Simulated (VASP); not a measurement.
# Al (Im-3m) in VASP: notebook

One crystal, Al, is run at these levels: PBEsol; tasks: relaxation of cell and atoms, single point.

Program: VASP 6.6.1. These are calculated values, not measurements. Logs are shortened: lines on timing, memory, paths and dates and some standing lists are left out, and cuts for length are marked.

## Step 1: Starting point

Symmetry: Im-3m, No. 229, cubic system. The conventional cell has a = 3.211 Å, b = 3.211 Å, c = 3.211 Å, α = 90.00°, β = 90.00°, γ = 90.00°. Al (site symmetry m-3m) is surrounded by 8 Al at 2.78 Å.

The cell was built by a generator and needn't be a form met in nature.

## Step 2: Relaxation of cell and atoms, PBEsol

The input, INCAR:

```
ALGO = Fast ; EDIFF = 1E-6
EDIFFG = -0.01 ; ENCUT = 600
GGA = PS ; IBRION = 2
ISIF = 3 ; ISMEAR = 0
LASPH = T ; LCHARG = F
LREAL = F ; LWAVE = F
NELM = 100 ; NSW = 100
PREC = Accurate ; SIGMA = 0.1
```

The input, KPOINTS:

```
k-points
0
Gamma
  24 24 24
```

The input, POSCAR:

```
Al
1.0
   -1.6055348890      1.6055348890      1.6055348890
    1.6055348890     -1.6055348890      1.6055348890
    1.6055348890      1.6055348890     -1.6055348890
Al
1
Direct
    0.0000000000      0.0000000000      0.0000000000
```

Potentials or basis: VASP PAW PBE potentials, release 64 (Al).

Run with:

```
> cat potpaw_PBE.64/Al/POTCAR > POTCAR
> mpirun -np 1 vasp_std > vasp.out
```

OUTCAR:

```text
EDIFF = 1E-6
   EDIFFG = -0.01
   ENCUT = 600
   GGA = PS
   IBRION = 2
   ISIF = 3
   ISMEAR = 0
   LASPH = T
   LREAL = F
   NELM = 100
   NSW = 100
   PREC = Accurate

 ion  position               nearest neighbor table
   1  0.000  0.000  0.000-

  LATTYP: Found a body centered cubic cell.
 ALAT       =     3.2110697780

  Lattice vectors:

 A1 = (  -1.6055348890,   1.6055348890,   1.6055348890)
 A2 = (   1.6055348890,  -1.6055348890,   1.6055348890)
 A3 = (   1.6055348890,   1.6055348890,  -1.6055348890)

Analysis of symmetry for initial positions (statically):
=====================================================================
 Subroutine PRICEL returns:
 Original cell was already a primitive cell.

 Routine SETGRP: Setting up the symmetry group for a
 body centered cubic supercell.

 Subroutine GETGRP returns: Found 48 space group operations
 (whereof 48 operations were pure point group operations)
 out of a pool of 48 trial point group operations.

The static configuration has the point symmetry O_h .

Analysis of symmetry for dynamics (positions and initial velocities):
=====================================================================
 Subroutine PRICEL returns:
 Original cell was already a primitive cell.

 Routine SETGRP: Setting up the symmetry group for a
 body centered cubic supercell.

 Subroutine GETGRP returns: Found 48 space group operations
 (whereof 48 operations were pure point group operations)
 out of a pool of 48 trial point group operations.

The dynamic configuration has the point symmetry O_h .

 Subroutine INISYM returns: Found 48 space group operations
 (whereof 48 operations are pure point group operations),
 and found     1 'primitive' translations

----------------------------------------------------------------------------------------

                                     Primitive cell

  volume of cell :      16.5546

  direct lattice vectors                    reciprocal lattice vectors
    -1.605534889  1.605534889  1.605534889     0.000000000  0.311422694  0.311422694
     1.605534889 -1.605534889  1.605534889     0.311422694  0.000000000  0.311422694
     1.605534889  1.605534889 -1.605534889     0.311422694  0.311422694  0.000000000

  length of vectors
     2.780868001  2.780868001  2.780868001     0.440418197  0.440418197  0.440418197

  position of ions in fractional coordinates (direct lattice)
     0.000000000  0.000000000  0.000000000

  ion indices of the primitive-cell ions
   primitive index   ion index
                 1           1

----------------------------------------------------------------------------------------

 KPOINTS: k-points

Automatic generation of k-mesh.
 Grid dimensions read from file:
 generate k-points for:   24   24   24

 Generating k-lattice:

  Cartesian coordinates                     Fractional coordinates (reciprocal lattice)
     0.000000000  0.012975946  0.012975946     0.041666667  0.000000000  0.000000000
     0.012975946  0.000000000  0.012975946     0.000000000  0.041666667  0.000000000
     0.012975946  0.012975946  0.000000000     0.000000000  0.000000000  0.041666667

  Length of vectors
     0.018350758  0.018350758  0.018350758

  Shift w.r.t. Gamma in fractional coordinates (k-lattice)
     0.000000000  0.000000000  0.000000000

 Subroutine IBZKPT returns following result:
 ===========================================

 Found    413 irreducible k-points:

 Following reciprocal coordinates:
            Coordinates               Weight
  0.000000  0.000000  0.000000      1.000000
  0.041667  0.000000  0.000000     12.000000
  0.083333  0.000000  0.000000     12.000000
  0.125000  0.000000  0.000000     12.000000
  0.166667  0.000000  0.000000     12.000000
  0.208333  0.000000  0.000000     12.000000
[... 16 lines left out ...]
  0.416667  0.041667  0.000000     48.000000
  0.458333  0.041667  0.000000     48.000000
 [... further k-points ...]
   k-points           NKPTS =    413   k-points in BZ     NKDIM =    413   number of bands    NBANDS=      5
   number of dos      NEDOS =    301   number of ions     NIONS =      1
   total plane-waves  NPLWV =  13824
   dimension x,y,z NGX =    24 NGY =   24 NGZ =   24
   dimension x,y,z NGXF=    48 NGYF=   48 NGZF=   48
   ions per type =               1
   NGX,Y,Z   is equivalent  to a cutoff of  14.35, 14.35, 14.35 a.u.
   NGXF,Y,Z  is equivalent  to a cutoff of  28.70, 28.70, 28.70 a.u.
 SYSTEM =  unknown system
   PREC   = accura    normal or accurate (medium, high low for compatibility)
   ISTART =      0    job   : 0-new  1-cont  2-samecut
   ICHARG =      2    charge: 1-file 2-atom 10-const
   ISPIN  =      1    spin polarized calculation?
   LNONCOLLINEAR =      F non collinear calculations
   LSORBIT =      F    spin-orbit coupling
   LASPH  =      T    aspherical Exc in radial PAW
   ENCUT  =  600.0 eV  44.10 Ry    6.64 a.u.   5.55  5.55  5.55*2*pi/ulx,y,z
   NELM   =    100;   NELMIN=  2; NELMDL= -5     # of ELM steps
   EDIFF  = 0.1E-05   stopping-criterion for ELM
   LREAL  =      F    real-space projection
   EDIFFG = -.1E-01   stopping-criterion for IOM
   NSW    =    100    number of steps for IOM
   IBRION =      2    ionic relax: 0-MD 1-quasi-New 2-CG
   NFREE  =      1    steps in history (QN), initial steepest desc. (CG)
   ISIF   =      3    stress and relaxation
   ISYM   =      2    0-nonsym 1-usesym 2-fastsym
   POTIM  = 0.5000    time-step for ionic-motion
   TEBEG  =    0.0;   TEEND  =   0.0 temperature during run
   PSTRESS=    0.0 pullay stress
   NELECT =       3.0000    total number of electrons
   NUPDOWN=      -1.0000    fix difference up-down
   EMIN   =  10.00;   EMAX   =-10.00  energy-range for DOS
   EFERMI =   0.00;   METHOD = LEGACY
   ISMEAR =     0;   SIGMA  =   0.10  broadening in eV -4-tet -1-fermi 0-gaus
   EFERMI_NEDOS =   21; number of points for ismear=-14 and -15
   IALGO  =     68    algorithm
   IMIX   =      4    mixing-type and parameters
     AMIX     =   0.40;   BMIX     =  1.00
     AMIX_MAG =   1.60;   BMIX_MAG =  1.00
  volume/ion in A,a.u.               =      16.55       111.72
  Fermi-wavevector in a.u.,A,eV,Ry     =   0.926422  1.750684 11.677304  0.858258
  Thomas-Fermi vector in A             =   2.052383
   LORBIT       =      0    0 simple, 1 ext, 2 COOP (PROOUT), +10 PAW based schemes
   GGA     = PS    functional components
   LHFCALC =     F    Hartree Fock is set to
   AEXX    =    0.0000 exact exchange contribution
   IVDW    =     0    specifies the selected vdW correction
   LEPSILON=     F    determine dielectric tensor
   LRPA    =     F    only Hartree local field effects (RPA)
 conjugate gradient relaxation of ions
 non-spin polarized calculation
 RMM-DIIS sequential band-by-band and
 Gauss-broadening in eV      SIGMA  =   0.10
  energy-cutoff  :      600.00
  volume of cell :       16.55
 maximum number of plane-waves:       586
   NGX = 11   NGY = 11   NGZ = 11

--------------------------------------- Ionic step        1  -------------------------------------------

 number of electron       3.0000000 magnetization

 Free energy of the ion-electron system (eV)
  ---------------------------------------------------
  ext. energy  EPLUGINS =         0.00000000
  ---------------------------------------------------
  free energy    TOTEN  =        -3.99532673 eV

  energy without entropy =       -3.99352935  energy(sigma->0) =       -3.99442804

------------------------ aborting loop because EDIFF is reached ----------------------------------------

  FORCE on cell =-STRESS in cart. coord.  units (eV):
  Direction    XX          YY          ZZ          XY          YZ          ZX
  --------------------------------------------------------------------------------------
  -------------------------------------------------------------------------------------
  Total        0.0168149      0.0168149      0.0168149      0.0000000      0.0000000     -0.0000000
  in kB        1.6273690      1.6273690      1.6273690      0.0000000      0.0000000     -0.0000000
  external PRESSURE =       1.6273690 kB  Pullay stress =       0.0000000 kB

 VOLUME and BASIS-vectors are now :
 -----------------------------------------------------------------------------
  energy-cutoff  :      600.00
  volume of cell :       16.55
      direct lattice vectors                 reciprocal lattice vectors
    -1.605534889  1.605534889  1.605534889     0.000000000  0.311422694  0.311422694
     1.605534889 -1.605534889  1.605534889     0.311422694  0.000000000  0.311422694
     1.605534889  1.605534889 -1.605534889     0.311422694  0.311422694  0.000000000

 POSITION                                       TOTAL-FORCE (eV/Angst)
 -----------------------------------------------------------------------------------
      0.00000      0.00000      0.00000         0.000000      0.000000      0.000000
 -----------------------------------------------------------------------------------
    total drift:                                0.000000      0.000000      0.000000

  FREE ENERGIE OF THE ION-ELECTRON SYSTEM (eV)
  ---------------------------------------------------
  free  energy   TOTEN  =        -3.9953267337 eV

  energy  without entropy=       -3.9935293482  energy(sigma->0) =       -3.99442804

--------------------------------------- Ionic step        2  -------------------------------------------

 number of electron       3.0000000 magnetization

 Free energy of the ion-electron system (eV)
  ---------------------------------------------------
  ext. energy  EPLUGINS =         0.00000000
  ---------------------------------------------------
  free energy    TOTEN  =        -3.99534269 eV

  energy without entropy =       -3.99353788  energy(sigma->0) =       -3.99444028

 E-fermi :   7.8774     XC(G=0): -10.2397

 val. band max:        7.8641805804   @ k =   0.3333   0.2500   0.0833
 cond. band min:       7.8974694102   @ k =  -0.3750   0.4167   0.1667
 fundamental gap:      0.0332888298
 Fermi energy:         7.8773991521

 k-point     1 :       0.0000    0.0000    0.0000
  band No.  band energies     occupation
      1      -3.1954      2.00000
      2      21.0987      0.00000
      3      21.0987      0.00000
      4      21.0987      0.00000
      5      22.4857      0.00000

 k-point     2 :       0.0417    0.0000    0.0000
  band No.  band energies     occupation
      1      -3.1457      2.00000
      2      20.3713      0.00000
      3      20.6399      0.00000
      4      20.8830      0.00000
      5      22.2690      0.00000

 k-point     3 :       0.0833    0.0000    0.0000
  band No.  band energies     occupation
      1      -2.9964      2.00000
      2      18.9183      0.00000
      3      19.8948      0.00000
      4      20.3525      0.00000
      5      21.7432      0.00000

 k-point     4 :       0.1250    0.0000    0.0000
  band No.  band energies     occupation
      1      -2.7480      2.00000
      2      17.2434      0.00000
      3      19.1694      0.00000
      4      19.6922      0.00000
      5      21.1046      0.00000

 k-point     5 :       0.1667    0.0000    0.0000
  band No.  band energies     occupation
      1      -2.4010      2.00000
      2      15.5212      0.00000
      3      18.5079      0.00000
      4      19.0147      0.00000
      5      20.4631      0.00000

 k-point     6 :       0.2083    0.0000    0.0000
  band No.  band energies     occupation
      1      -1.9561      2.00000
      2      13.8202      0.00000
      3      17.9206      0.00000
      4      18.3743      0.00000
      5      19.8655      0.00000
[... 113 lines left out ...]
 k-point    21 :       0.3333    0.0417    0.0000
  band No.  band energies     occupation
      1       0.3936      2.00000
      2       8.3790      0.00000
      3      15.6745      0.00000
      4      16.7137      0.00000
      5      18.7383      0.00000

 k-point    22 :       0.3750    0.0417    0.0000
  band No.  band energies     occupation
      1       1.2642      2.00000
      2       6.9860      2.00000
      3      15.4144      0.00000
      4      16.4590      0.00000
      5      18.4790      0.00000

 k-point    23 :       0.4167    0.0417    0.0000
  band No.  band energies     occupation
      1       2.2230      2.00000
      2       5.6783      2.00000
      3      15.2402      0.00000
      4      16.2891      0.00000
      5      18.3052      0.00000

 k-point    24 :       0.4583    0.0417    0.0000
  band No.  band energies     occupation
      1       3.2498      2.00000
      2       4.4769      2.00000
      3      15.1529      0.00000
      4      16.2041      0.00000
      5      18.2181      0.00000

 [... further k-points ...]
[... 5 lines left out ...]
  --------------------------------------------------------------------------------------
  -------------------------------------------------------------------------------------
  Total       -0.0022305     -0.0022305     -0.0022305      0.0000000      0.0000000     -0.0000000
  in kB       -0.2153471     -0.2153471     -0.2153471      0.0000000      0.0000000     -0.0000000
  external PRESSURE =      -0.2153471 kB  Pullay stress =       0.0000000 kB

 VOLUME and BASIS-vectors are now :
 -----------------------------------------------------------------------------
  energy-cutoff  :      600.00
  volume of cell :       16.59
      direct lattice vectors                 reciprocal lattice vectors
    -1.606837293  1.606837293  1.606837293     0.000000000  0.311170274  0.311170274
     1.606837293 -1.606837293  1.606837293     0.311170274  0.000000000  0.311170274
     1.606837293  1.606837293 -1.606837293     0.311170274  0.311170274  0.000000000

 POSITION                                       TOTAL-FORCE (eV/Angst)
 -----------------------------------------------------------------------------------
      0.00000      0.00000      0.00000        -0.000000      0.000000      0.000000
 -----------------------------------------------------------------------------------
    total drift:                                0.000000     -0.000000     -0.000000

  FREE ENERGIE OF THE ION-ELECTRON SYSTEM (eV)
  ---------------------------------------------------
  free  energy   TOTEN  =        -3.9953426912 eV

  energy  without entropy=       -3.9935378775  energy(sigma->0) =       -3.99444028

 reached required accuracy - stopping structural energy minimisation
```

Wall time 17 s (1 thread of Intel Xeon Platinum 8488C (Sapphire Rapids), shared host); peak memory 0.17 GiB.

Results:

```
Free energy                            : -3.9953 eV
Relaxed volume                         : 16.59 Å³/atom
Relaxed cell                           : a = 2.783 Å, b = 2.783 Å, c = 2.783 Å, α = 109.47°, β = 109.47°, γ = 109.47°
Space group after relaxing (to 0.05 Å) : Im-3m (No. 229)
Energy gained by relaxing              : 0.0 meV/atom
Ionic steps                            : 2
Pressure after relaxing                : 0.0 GPa
Band gap on the k mesh                 : none (metal or under the smearing width)
```

Final structure:
```
CELL_PARAMETERS angstrom
-1.60684 1.60684 1.60684
1.60684 -1.60684 1.60684
1.60684 1.60684 -1.60684
ATOMIC_POSITIONS crystal
Al 0.00000 0.00000 0.00000
```

Caveat: the PAW data sets were made with another functional, which shifts forces and pressure a little.

## Step 3: Single point, PBEsol

The input, INCAR:

```
SYSTEM = Al
ALGO = Fast ; EDIFF = 1E-7
ENCUT = 520 ; GGA = PS
ISIF = 2 ; ISMEAR = 0
LASPH = .TRUE. ; LCHARG = .FALSE.
LREAL = .FALSE. ; LWAVE = .FALSE.
NBANDS = 8 ; NELM = 100
PREC = Accurate ; SIGMA = 0.1
```

The input, KPOINTS:

```
k-points
0
G
  9 9 9
  0 0 0
```

The input, POSCAR:

```
Al
1.0
    2.2696447995      1.3103800360      0.9277103217
   -2.2696447995      1.3103800360      0.9277103217
    0.0000000000     -2.6207600719      0.9277103217
Al
1
Direct
    0.5000000000      0.5000000000      0.5000000000
```

Potentials or basis: VASP PAW PBE potentials, release 64 (Al).

Run with:

```
> cat potpaw_PBE.64/Al/POTCAR > POTCAR
> mpirun -np 1 vasp_std > vasp.out
```

It took 6 s on 1 thread of Intel Xeon Platinum 8488C (Sapphire Rapids), shared host; peak memory 0.13 GiB.

Results (log left out):

| Property | Result |
| --- | --- |
| Free energy | -3.9890 eV |
| Pressure | 0.2 GPa |
| Band gap on the k mesh | none (metal or under the smearing width) |

Stress tensor (GPa, compression positive):
```
0.26 0.00 0.00
0.00 0.26 0.00
0.00 0.00 0.02
```

Levels at points of the mesh, in eV from the Fermi level:
| k point | band 1 | band 2 | band 3 | band 4 |
| --- | --- | --- | --- | --- |
| (0.00, 0.00, 0.00) | -11.14 | 13.18 | 13.18 | 13.20 |

Caveat: the PAW data sets were made with another functional, which shifts forces and pressure a little.
